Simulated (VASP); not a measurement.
Here is a VASP 6.6.1 calculation.

The input INCAR:

```
SYSTEM = MnS
ALGO = Normal ; EDIFF = 1E-6
EDIFFG = -0.02 ; ENCUT = 600
GGA = PE ; IBRION = 2
ISIF = 3 ; ISMEAR = -1
ISPIN = 2 ; LASPH = .TRUE.
LCHARG = .FALSE. ; LMAXMIX = 4
LORBIT = 11 ; LREAL = .FALSE.
LWAVE = .FALSE. ; MAGMOM = 4 0
NELM = 150 ; NSW = 40
PREC = Accurate ; SIGMA = 0.05
```

The input KPOINTS:

```
k-points
0
G
  8 8 8
  0 0 0
```

File POSCAR:

```
MnS
1.0
    0.0000000000      2.6045000000      2.6045000000
    2.6045000000      0.0000000000      2.6045000000
    2.6045000000      2.6045000000      0.0000000000
Mn S
1 1
Direct
    0.0000000000      0.0000000000      0.0000000000
    0.5000000000      0.5000000000      0.5000000000
```

Potentials or basis: VASP PAW PBE potentials, release 64 (Mn_pv, S).

The run is started by

```sh
$ cat potpaw_PBE.64/Mn_pv/POTCAR potpaw_PBE.64/S/POTCAR > POTCAR
$ mpirun -np 1 vasp_std > vasp.out
```

**Question.** What does it give for the space group after relaxing (to 0.05 Å)?

**Answer.** Fm-3m (No. 225).

**Question.** What does it give for the relaxed cell?

**Answer.** a = 3.625 Å, b = 3.625 Å, c = 3.625 Å, α = 60.00°, β = 60.00°, γ = 60.00°.

**Question.** Predict the site moments.

**Answer.** Mn +4.19; S +0.10 μB.

**Question.** Predict the band gap on the k mesh.

**Answer.** None (metal or under the smearing width).

Final structure:
```yaml
crystal:
  lattice:
    - [0.00000, 2.56303, 2.56303]
    - [2.56303, 0.00000, 2.56303]
    - [2.56303, 2.56303, 0.00000]
  atoms:
    - { symbol: Mn, position: [0.00000, 0.00000, 0.00000] }
    - { symbol: S, position: [0.50000, 0.50000, 0.50000] }
```

Caveat: a cell with one magnetic atom can't hold antiferromagnetic order, which such compounds often take; semilocal functionals often make such compounds metallic where correlation or magnetic order opens a gap, which also shifts bond lengths. With open d or f shells a metallic result of PBE can be an artefact of self-interaction; +U or a hybrid may open a gap.
